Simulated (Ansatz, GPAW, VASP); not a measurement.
# GaSb: 3 runs at one level of theory

```
Sb Ga
1.0
     0.00000    3.05900    3.05900
     3.05900    0.00000    3.05900
     3.05900    3.05900    0.00000
Sb Ga
1 1
Direct
  0.75000 0.75000 0.75000
  0.00000 0.00000 0.00000
```

Alike in all runs: task band structure; functional r2SCAN; k mesh 8 × 8 × 8; occupations fermi-dirac, width 0.05 eV; no spin polarisation; no spin-orbit coupling. Pressure is positive in compression and, in plane waves, holds the error of the finite cutoff, which Ansatz's Pulay term estimates and takes out. Gaps are the smaller of the mesh's and the band path's.

```csv
program and potentials,plane-wave cutoff (eV),notes,band gap (eV),pressure (GPa)
"Ansatz, Ansatz PAW",500,"potentials made for PBE, which Ansatz adapts in part; 14 valence electrons an atom on average; Pulay term of +0.03 GPa included",0.47,0.37
"VASP, PBE PAW files Ga_d, Sb, 520 eV",520,potentials made for PBE; 9 valence electrons an atom on average,0.45,0.47
"GPAW, GPAW PAW data sets (gpaw-data 1.2.1)",600,potentials made for PBE; 9 valence electrons an atom on average,0.51,0.19
```

The band gap spans 0.45 (VASP, PBE PAW files Ga_d, Sb, 520 eV) to 0.51 eV (GPAW, GPAW PAW data sets (gpaw-data 1.2.1)). The pressure spans 0.19 (GPAW, GPAW PAW data sets (gpaw-data 1.2.1)) to 0.47 GPa (VASP, PBE PAW files Ga_d, Sb, 520 eV). Spin-orbit coupling, left out here, moves the band edges of heavy atoms.

Differences between rows come from potentials, basis sets and numerical settings, since the functional is the same but for its coding. Runs on potential files found faulty are left out.
